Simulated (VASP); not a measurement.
The system is Ta.

```
CELL_PARAMETERS angstrom
0.00000 2.08834 2.08834
2.08834 0.00000 2.08834
2.08834 2.08834 0.00000
ATOMIC_POSITIONS crystal
Ta 0.00000 0.00000 0.00000
```

This isn't the form of Ta at room conditions, which is bcc.

Base run:

- Program: VASP 6.6.1
- Functional: PBEsol
- Potentials or basis: VASP PAW PBE potentials, release 64 (Ta_pv)
- Cutoff: 900 eV
- k mesh: 18 × 18 × 18
- Occupations: gaussian, width 0.1 eV
- Spin: no spin polarisation

Its results: band gap on the k mesh none (metal or under the smearing width); pressure 0.0 GPa.

The run is repeated on the same cell with these changes: cutoff from 900 eV to 520 eV; occupations from gaussian, width 0.1 eV to gaussian, width 0.5 eV. What comes out?

Band gap on the k mesh none (metal or under the smearing width); pressure 0.6 GPa.

Caveats: the PAW data sets were made with another functional, which shifts forces and pressure a little.

Not every run made on this cell is shown here.
